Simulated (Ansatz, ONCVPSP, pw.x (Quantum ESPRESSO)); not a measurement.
Zr (bcc): variants of one ONCV potential in the solid

| Item | Value |
| --- | --- |
| Element | Zr (Z = 40) |
| Generator | ONCVPSP 4.0.1 |
| Type | optimised norm-conserving Vanderbilt (ONCV) |
| Functional | PBE |
| Relativity | scalar-relativistic |
| Frozen core | [Ar] 3d10 |
| Valence charge | 12 |
| Reference configuration | 4s2 4p6 4d2 5s2 |
| Partial waves | 4s+5s: rc 1.95 bohr, ncon 3, nbas 6, qcut 7.9 1/bohr, 2 projectors; 4p: rc 2.15 bohr, ncon 5, nbas 8, qcut 5.8 1/bohr, 2 projectors, debl 0.5 Ha; 4d: rc 1.80 bohr, ncon 4, nbas 7, qcut 6.1 1/bohr, 2 projectors, debl 1.8 Ha |
| Local potential | polynomial inside 1.70 bohr (lpopt 3, dvloc0 0 Ha) |
| Core correction | none |

In the p channel the program set the typed energies aside and used -1.193, 0.250 Ha.

Crystal test: bcc Zr in pw.x 7.5, no spin, 13³ k-points, Fermi–Dirac smearing 0.01 Ry, cutoffs set for each file from its atomic test. The reference is all-electron LAPW (Ansatz 0.2.0) with the same functional, mesh and smearing; V0 and B0 come from Birch–Murnaghan fits to the pressures at five volumes. Errors are pseudo minus all-electron; Δ is the rms difference of the E(V) curves that follow from these fits, minima aligned, over ±6 % about the mean V0. Mesh and smearing are coarse, so the numbers serve the comparison and aren't converged zero-temperature values; the lattice is a test structure that the element need not adopt.

All-electron: a0 = 3.582 Å (V0 = 22.98 Å³/atom), B0 = 86.4 GPa.

Base: Atomic configuration tests: 1 of 4 tests not solved or not reliable.

2 further variants are left out: they gave no file fit for a test, a broken result, the same result as the base, or pressures whose basis-set error rivals the error shown.

A dash in a converged row means that the minimum lies outside the volumes sampled.

```tsv
change	cutoffs (Ry)	pw.x	a0 (Å)	a0 error (%)	B0 error (%)	Δ (meV/atom)	mean pressure error (GPa)
base	50/200	converged; energies reset by the program	3.585	+0.07	+0.3	1.0	+0.19
reference 4s2 4p6 4d2; wave 4s+5s: rc 1.95 bohr, ncon 3, nbas 6, qcut 7.9 1/bohr, 2 projectors becomes 4s: rc 1.95 bohr, ncon 3, nbas 6, qcut 7.9 1/bohr, 2 projectors, debl 1.3 Ha	50/200	converged; bound ghost; energies reset by the program	–	–	–	–	+29.27
core correction Teter function, fcfact 3, rcfact 1.3	50/200	converged; energies reset by the program	3.585	+0.08	+0.2	1.0	+0.19
```

**Question.** Give the row for: local potential polynomial inside 1.70 bohr (lpopt 3, dvloc0 8.5 Ha).

**Answer.** pw.x: converged; energies reset by the program; mean pressure error (GPa): +0.40; a0 (Å): 3.588; a0 error (%): +0.15; B0 error (%): +0.7; Δ (meV/atom): 2.0.
